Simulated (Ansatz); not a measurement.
## Ag

```yaml
crystal:
  lattice:
    - [0.00000, 3.10836, 3.10836]
    - [3.10836, 0.00000, 3.10836]
    - [3.10836, 3.10836, 0.00000]
  atoms:
    - { symbol: Ag, position: [0.00000, 0.00000, 0.00000] }
    - { symbol: Ag, position: [0.25000, 0.25000, 0.25000] }
```

Atom numbers follow the list: Ag1, Ag2.

The conventional cell has a = 6.217 Å, b = 6.217 Å, c = 6.217 Å, α = 90.00°, β = 90.00°, γ = 90.00°. Ag (atom 1) is surrounded by 4 Ag at 2.69 Å.

The structure comes from a relaxation in the same program, started in the diamond type, and has space group Fd-3m. Whether it is a known phase or the ground state wasn't checked.

These are results of DFT, PBE, all-electron LAPW, scalar-relativistic (Ansatz 0.2.0), not measurements.

The runs use a Γ-centred 11×11×11 k mesh, Fermi–Dirac smearing of 0.05 eV, basis error target 0.5 meV/atom, no spin polarisation.

```yaml
Pressure_at_this_cell: 0.1 kbar
Volume_per_atom: 30.03 Å³
```

Give the computed value. Density of states at the Fermi level (0.2 eV bin).

0.50 states/eV per cell.

Give the computed value. Band gap.

none: bands cross the Fermi level, a metal.
